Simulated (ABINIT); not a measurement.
A calculation with ABINIT 10.8.3 (patched build) of Ta (ASE script, structure typed inline):

The input run.py:

```python
import json, os
import numpy as np
from ase.units import GPa
from ase.calculators.abinit import Abinit, AbinitProfile
from ase import Atoms

atoms = Atoms(['Ta', 'Ta'],
              cell=[[2.90037207, 0.0, 0.0], [-1.45018604, 2.5117959, 0.0], [0.0, 0.0, 5.166274]],
              scaled_positions=[[0.58500635, 0.29443166, 0.73213135], [0.41499365, 0.70556834, 0.26786865]],
              pbc=True)

profile = AbinitProfile(command='abinit', pp_paths=[os.path.abspath('pseudos')])
params = dict(
    pps='pawxml', xc='PBE',
    chksymtnons=0,
    tolsym=1e-06,
    ecut=517.0163,
    pawecutdg=1034.0327,
    pawxcdev=0,
    kptopt=1,
    ngkpt=[11, 11, 5],
    nshiftk=1,
    shiftk=[0.0, 0.0, 0.0],
    ixc=11,
    nband=17,
    occopt=3,
    tsmear=0.05,
    nstep=100,
    tolvrs=1e-09,
    prtwf=0,
    prtden=0,
)

atoms.calc = Abinit(profile=profile, directory='run', **params)
energy = atoms.get_potential_energy()
forces = atoms.get_forces()
stress = atoms.get_stress()
print(f'energy {energy:.6f} eV')
print('forces (eV/A)')
print(np.round(forces, 5))
print('stress (GPa, Voigt, tension positive)', np.round(stress / GPa, 4))
json.dump(dict(energy=energy, forces=forces.tolist(), stress=stress.tolist(), cell=atoms.cell.tolist(), frac=atoms.get_scaled_positions(wrap=False).tolist()), open('results.json', 'w'))
```

Potentials or basis: JTH PAW PBE v2.0.

Launch:

```bash
$ python run.py
```

This isn't the form of Ta at room conditions, which is bcc.

Problem. Write the same calculation in another form: native input, structure typed inline.

Solution. As run:

File run.abi:

```
pp_dirpath "./"
pseudos "Ta.GGA_PBE-JTH.xml"

acell 3*1.0
rprim
     5.4809088718     0.0000000000     0.0000000000
    -2.7404544454     4.7466063320     0.0000000000
     0.0000000000     0.0000000000     9.7628429448
ntypat 1
znucl 73
natom 2
typat 1 1
xred
     0.5850063500     0.2944316600     0.7321313500
     0.4149936500     0.7055683400     0.2678686500
chkprim 0
chksymtnons 0
tolsym 1.0e-6

ecut 19.0
pawecutdg 38.0
pawxcdev 0

kptopt 1
ngkpt 11 11 5
nshiftk 1
shiftk 0.0 0.0 0.0

ixc 11

nband 17
occopt 3
tsmear 0.05 eV

nstep 100
tolvrs 1.0e-9

iomode 3
prtwf 0
prteig 0
prtebands 0
prtden 1
prtvha 1
prtvclmb 1
prtpot 1
```

Potentials or basis: JTH PAW PBE v2.0.

Run with:

```console
$ abinit run.abi > log 2>&1
```

Both were run:

|  | ASE script, structure typed inline | native input, structure typed inline |
| --- | --- | --- |
| Pressure | 1.4 GPa | 1.4 GPa |
| Largest force | 1.911 eV/Å | 1.911 eV/Å |
| Band gap on the k mesh | none (metal or under the smearing width) | none (metal or under the smearing width) |
| Valence electrons inside the program's atomic spheres | Ta 10.60 (radii [1.2805] Å) | Ta 10.60 (radii [1.2805] Å) |

Keys that steer only the numerical path or the files written may differ.

Caveat: forces of over 1 eV/Å show positions far from the minimum, so gaps and moduli don't describe the material at rest.
